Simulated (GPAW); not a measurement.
# Os (Fm-3m) in GPAW: settings compared

One crystal, Os, is run at these levels: RPBE+D3, PBE+U; tasks: band structure.

Everything below comes from runs of GPAW 26.7.0. Logs are shortened: lines on timing, memory, paths and dates and some standing lists are left out, and cuts for length are marked. The log counts tension as positive stress, the text compression.

## (1) The undisturbed crystal

It takes space group Fm-3m (No. 225, cubic). Conventional cell: a = 3.890 Å, b = 3.890 Å, c = 3.890 Å, α = 90.00°, β = 90.00°, γ = 90.00°. Around Os (site symmetry m-3m) lie 12 Os at 2.75 Å.

This isn't the form of Os at room conditions, which is hcp.

## (2) Band structure, RPBE+D3, spin-orbit coupling, no magnetisation (cell strained at random at fixed volume)

Input file run.py:

```python
import numpy as np
from ase.calculators.mixing import SumCalculator
from ase.dft.bandgap import bandgap
from ase.io import read, write
from ase.units import GPa
from dftd3.ase import DFTD3
from gpaw import GPAW, PW
from gpaw.spinorbit import soc_eigenstates

atoms = read('Os.xyz')

calc = GPAW(mode=PW(600),
            xc='RPBE',
            kpts={'size': (10, 10, 10), 'gamma': True},
            occupations={'name': 'fermi-dirac', 'width': 0.05},
            setups={'Os': '8'},
            nbands=-9,
            convergence={'density': 1e-05, 'energy': 1e-05},
            eigensolver='cg',
            maxiter=75,
            txt='gpaw.txt')
atoms.calc = SumCalculator([calc, DFTD3(method='rpbe', damping='d3zero')])
energy = atoms.get_potential_energy()
forces = atoms.get_forces()
stress = atoms.get_stress()
calc.write('gs.gpw')
write('result.traj', atoms)
print(f'Energy: {energy:.6f} eV')
print('Forces (eV/A):')
print(forces.round(4))
print('Stress (GPa):', (stress / GPa).round(3))
print('Fermi level:', round(calc.get_fermi_level(), 4), 'eV')
print(f'Gap: {bandgap(calc)[0]:.4f} eV, direct: {bandgap(calc, direct=True)[0]:.4f} eV')

path = atoms.cell.bandpath('XGY,LGZ,NGM,RG', npoints=100, eps=1e-4)
bs_calc = calc.fixed_density(kpts=path, symmetry='off', nbands=-16,
                             convergence={'bands': 'CBM+6.0', 'eigenstates': 1e-6}, txt='bands.txt')
bs = bs_calc.band_structure()
bs.write('bs.json')
print(f'Gap on the path: {bandgap(bs_calc)[0]:.4f} eV')

soc = soc_eigenstates(bs_calc, theta=90, phi=0)
np.savetxt('soc_bands.dat', soc.eigenvalues(), fmt='%.4f')
mesh = soc_eigenstates('gs.gpw', theta=90, phi=0)
np.savetxt('soc_mesh.dat', mesh.eigenvalues(), fmt='%.4f')
print('Fermi level with spin-orbit coupling:', round(mesh.fermi_level, 4), 'eV')
```

Input file Os.xyz:

```xyz
1
Lattice="0.0373120000 1.9917480000 1.9564630000 1.9640480000 0.0506030000 1.9431720000 1.9682270000 1.9826360000 0.0464240000" Properties=species:S:1:pos:R:3 pbc="T T T"
Os    -0.0116264844     -0.0120434184      0.0116562669
```

Potentials or basis: the program's PAW data sets (release 1.2.1) made for this functional, other valence, pw.

The run is started by

```console
> OMP_NUM_THREADS=1 python run.py
```

gpaw.txt:

```text
___ ___ ___ _ _ _
 |   |   |_  | | | |
 | | | | | . | | | |
 |__ |  _|___|_____|  26.7.0
 |___|_|

Input parameters:
  convergence: {density: 1e-05,
                energy: 1e-05}
  eigensolver: cg
  kpts: {gamma: True,
         size: (10, 10, 10)}
  maxiter: 75
  mode: {ecut: 600.0,
         name: pw}
  nbands: -9
  occupations: {name: fermi-dirac,
                width: 0.05}
  setups: {Os: 8}
  xc: RPBE

System changes: positions, numbers, cell, pbc, initial_charges, initial_magmoms

Initialize ...

species:
  Os:
    name:    Osmium
    Z:       76.0
    valence: 8
    core:    68
    charge:  0.0  # [|e|]
    compensation charges:
      type: gauss
      rc: 0.42  # [Å]
      lmax: 2
    cutoffs:
      filter: 2.51  # [Å]
      core: 3.07  # [Å]
    projectors
    | kind |    occ | energy [eV] | rcut [Å] |
    |------|--------|-------------|----------|
    |   6s |  2.000 |      -6.045 |    1.323 |
    |   6p |  0.000 |      -1.268 |    1.429 |
    |   5d |  6.000 |      -6.223 |    1.323 |
    |    s |        |      21.167 |    1.323 |
    |    p |        |      25.944 |    1.429 |
    |    d |        |      20.988 |    1.323 |

    Using partial waves for Os as LCAO basis

Reference energy: -468937.702069  # eV

Spin-paired calculation

Convergence criteria:
 Maximum [total energy] change in last 3 cyles: 1e-05 eV / valence electron
 Maximum integral of absolute [dens]ity change: 1e-05 electrons / valence electron
 Maximum integral of absolute [eigenst]ate change: 4e-08 eV^2 / valence electron
 Maximum number of scf [iter]ations: 75
 (Square brackets indicate name in SCF output, whereas a 'c' in
 the SCF output indicates the quantity has converged.)

Symmetries present (total): 1

  ( 1  0  0)
  ( 0  1  0)
  ( 0  0  1)

1000 k-points: 10 x 10 x 10 Monkhorst-Pack grid + [1/20,1/20,1/20]
504 k-points in the irreducible part of the Brillouin zone
       k-points in crystal coordinates                weights
   0:     0.00000000    0.00000000    0.00000000          1/1000
   1:     0.00000000    0.00000000    0.10000000          2/1000
   2:     0.00000000    0.00000000    0.20000000          2/1000
   3:     0.00000000    0.00000000    0.30000000          2/1000
   4:     0.00000000    0.00000000    0.40000000          2/1000
   5:     0.00000000    0.00000000    0.50000000          1/1000
   6:     0.00000000    0.10000000   -0.40000000          2/1000
   7:     0.00000000    0.10000000   -0.30000000          2/1000
   8:     0.00000000    0.10000000   -0.20000000          2/1000
   9:     0.00000000    0.10000000   -0.10000000          2/1000
          ...
 503:     0.50000000    0.50000000    0.50000000          1/1000

Wave functions: Plane wave expansion
  Cutoff energy: 600.000 eV
  Number of coefficients (min, max): 477, 519
  Pulay-stress correction: 0.000000 eV/Ang^3 (de/decut=0.000000)
  Using FFTW library
  ScaLapack parameters: grid=1x1, blocksize=None
  Wavefunction extrapolation:
    Improved wavefunction reuse through dual PAW basis

Occupation numbers: Fermi-Dirac:
  width: 0.0500  # eV

Eigensolver
   CG(niter=4, rtol=3.0e-01)

Densities:
  Coarse grid: 16*16*16 grid
  Fine grid: 32*32*32 grid
  Total Charge: 0.000000

Density mixing:
  Method: separate
  Backend: msr1
  Linear mixing parameter: 0.05
  old densities: 10
  Width of damping distribution: 1.1
  Damping of long wavelength oscillations: 20

Hamiltonian:
  XC and Coulomb potentials evaluated on a 32*32*32 grid
  Using the RPBE Exchange-Correlation functional
  External potential:
    NoExternalPotential

XC parameters: RPBE with 2 nearest neighbor stencil

Number of atoms: 1
Number of atomic orbitals: 9
Number of bands in calculation: 13
Number of valence electrons: 8
Bands to converge: occupied

... initialized

Initializing position-dependent things.

Density initialized from atomic densities
Creating initial wave functions:
  9 bands from LCAO basis set
  4 bands from random numbers

       Os

Atomic positions and initial magnetic moments

Positions:
   0 Os    -0.011626   -0.012043    0.011656    ( 0.0000,  0.0000,  0.0000)

Unit cell:
           periodic     x           y           z      points  spacing
  1. axis:    yes    0.037312    1.991748    1.956463    16     0.1400
  2. axis:    yes    1.964048    0.050603    1.943172    16     0.1387
  3. axis:    yes    1.968227    1.982636    0.046424    16     0.1391

  Lengths:   2.792168   2.763325   2.794086
  Angles:   58.308024  58.181844  58.983073

Effective grid spacing dv^(1/3) = 0.1532

iter:   1    -9.865371
iter:   2   -10.135981   +0.85  -1.31
iter:   3   -10.052764   -0.56  -1.24
iter:   4   -10.060006   -1.31  -1.66
iter:   5   -10.154640   -0.57  -2.07
iter:   6   -10.072927   -0.56  -1.99
iter:   7   -10.073948   -2.07  -2.54
iter:   8   -10.074145   -3.23  -2.46
iter:   9   -10.074038   -3.37  -2.34
iter:  10   -10.074062   -4.03  -2.65
iter:  11   -10.074178   -3.45  -2.67
iter:  12   -10.074172   -4.03  -3.30
iter:  13   -10.074169c  -4.88  -3.74
iter:  14   -10.074169c  -6.08  -4.53
iter:  15   -10.074169c  -6.90  -5.13c
iter:  16   -10.074169c  -7.94c -5.30c

Converged after 16 iterations.

Dipole moment: (0.146844, 0.151457, -0.147643) |e|*Ang

Energy contributions relative to reference atoms: (reference = -468937.702069)

Kinetic:         -1.958831
Potential:       +0.190501
External:        +0.000000
XC:              -8.608237
Entropy (-ST):   -0.010668
Local:           +0.307732
SIC:             +0.000000
--------------------------
Free energy:    -10.079503
Extrapolated:   -10.074169

Showing only first 2 kpts
 Kpt  Band  Eigenvalues  Occupancy
  0     2     11.18331    2.00000
  0     3     11.38279    2.00000
  0     4     13.81207    1.87088
  0     5     14.08283    0.12111

  1     2     11.18377    2.00000
  1     3     11.45118    2.00000
  1     4     13.68010    1.99019
  1     5     13.91690    1.28073

Fermi level: 13.94574

No gap
No difference between direct/indirect transitions

Forces in eV/Ang:
  0 Os    0.00002   -0.00001   -0.00000

Stress tensor:
    -0.002148     0.033366     0.028702
     0.033366     0.005256     0.051354
     0.028702     0.051354    -0.023384
Writing to gs.gpw (mode='')
```

Run time: 72 s. Hardware: 1 thread of Arm Neoverse V2, shared host; peak memory 0.28 GiB.

Results:

```yaml
Free_energy: -10.8195 eV
Pressure: -9.6 GPa
Band_gap_along_the_path: none (metal or under the smearing width)
Dispersion_energy_per_atom: -0.740 eV
```

Stress tensor (GPa, compression positive):
```
-10.38  -5.14  -4.43
 -5.14 -11.65  -7.94
 -4.43  -7.94  -6.85
```

Levels at the corners of the path, in eV from the Fermi level:
| point | band 8 | band 9 | band 10 | band 11 | band 12 |
| --- | --- | --- | --- | --- | --- |
| X | -0.81 | 1.80 | 1.80 | 2.42 | 2.42 |
| Γ | -2.33 | -0.04 | -0.04 | 0.24 | 0.24 |
| Y | -0.44 | 1.85 | 1.85 | 2.59 | 2.59 |
| L | 1.96 | 2.52 | 2.52 | 3.39 | 3.39 |
| Γ | -2.33 | -0.04 | -0.04 | 0.24 | 0.24 |
| Z | -0.35 | 1.85 | 1.85 | 2.65 | 2.65 |
| N | 2.05 | 2.55 | 2.55 | 3.39 | 3.39 |
| Γ | -2.33 | -0.04 | -0.04 | 0.24 | 0.24 |
| M | 1.95 | 2.52 | 2.52 | 3.38 | 3.38 |
| R | -0.31 | 1.96 | 1.96 | 2.60 | 2.60 |
| Γ | -2.33 | -0.04 | -0.04 | 0.24 | 0.24 |

Caveat: spin-orbit coupling was added after a scalar SCF, so levels and gaps hold it while energy, forces, pressure and moments don't; this program's spin-orbit splittings come out too wide for heavy elements; pairwise dispersion overbinds metals, which lowers pressure and volume.

## (3) Band structure, PBE+U, spin-orbit coupling, no magnetisation (cell strained at random at fixed volume)

Input file run.py:

```python
import numpy as np
from ase.dft.bandgap import bandgap
from ase.io import read, write
from ase.units import Bohr, GPa
from gpaw import GPAW, PW, setup_paths
from gpaw.elf import elf_from_dft_calculation
from gpaw.spinorbit import soc_eigenstates

setup_paths.insert(0, '.')

atoms = read('Os.xyz')

calc = GPAW(mode=PW(600),
            xc='PBE',
            kpts={'size': (8, 9, 8), 'gamma': True},
            occupations={'name': 'fermi-dirac', 'width': 0.15},
            setups={'Os': ':d,3.5'},
            nbands=16,
            convergence={'density': 1e-05, 'energy': 1e-05},
            charge=-0.1,
            maxiter=75,
            txt='gpaw.txt')
atoms.calc = calc
energy = atoms.get_potential_energy()
forces = atoms.get_forces()
stress = atoms.get_stress()
calc.write('gs.gpw')
write('result.traj', atoms)
print(f'Energy: {energy:.6f} eV')
print('Forces (eV/A):')
print(forces.round(4))
print('Stress (GPa):', (stress / GPa).round(3))
print('Fermi level:', round(calc.get_fermi_level(), 4), 'eV')
print(f'Gap: {bandgap(calc)[0]:.4f} eV, direct: {bandgap(calc, direct=True)[0]:.4f} eV')

# fields on the real-space grid
write('density.cube', atoms, data=calc.get_pseudo_density() * Bohr**3)
write('potential.cube', atoms, data=calc.get_electrostatic_potential())
write('elf.cube', atoms, data=elf_from_dft_calculation(calc).data)

path = atoms.cell.bandpath('XGY,LGZ,NGM,RG', npoints=60, eps=1e-4)
bs_calc = calc.fixed_density(kpts=path, symmetry='off', nbands=24,
                             convergence={'bands': 'CBM+6.0', 'eigenstates': 1e-6}, txt='bands.txt')
bs = bs_calc.band_structure()
bs.write('bs.json')
print(f'Gap on the path: {bandgap(bs_calc)[0]:.4f} eV')

soc = soc_eigenstates(bs_calc, theta=90, phi=45)
np.savetxt('soc_bands.dat', soc.eigenvalues(), fmt='%.4f')
mesh = soc_eigenstates('gs.gpw', theta=90, phi=45)
np.savetxt('soc_mesh.dat', mesh.eigenvalues(), fmt='%.4f')
print('Fermi level with spin-orbit coupling:', round(mesh.fermi_level, 4), 'eV')
```

Input file Os.xyz:

```xyz
1
Lattice="-0.0281870000 1.9169610000 1.9878770000 1.9152960000 0.0377150000 1.9219760000 1.9865020000 1.9222660000 -0.0334920000" Properties=species:S:1:pos:R:3 pbc="T T T"
Os     0.0000000000      0.0000000000      0.0000000000
```

Potentials or basis: PAW data sets generated in the run's folder for this functional, pw.

The run is started by

```console
> gpaw-setup -f PBE Os
> OMP_NUM_THREADS=1 python run.py
```

Wall time 48 s (1 thread of Arm Neoverse V2, shared host); peak memory 0.25 GiB.

The run converged. Its results:

- Free energy: -5.5962 eV
- Pressure: 5.9 GPa

Stress tensor (GPa, compression positive):
```
 3.66 -6.95 13.42
-6.95 11.41 -5.38
13.42 -5.38  2.53
```

Caveat: the cell carries a net charge on a neutralising background, which shifts energy and pressure; spin-orbit coupling was added after a scalar SCF, so levels and gaps hold it while energy, forces, pressure and moments don't; this program's spin-orbit splittings come out too wide for heavy elements; the spin-orbit step fills the bands of the neutral cell, so its Fermi level and gaps aren't listed; the U is typed as a test and isn't derived for this compound.
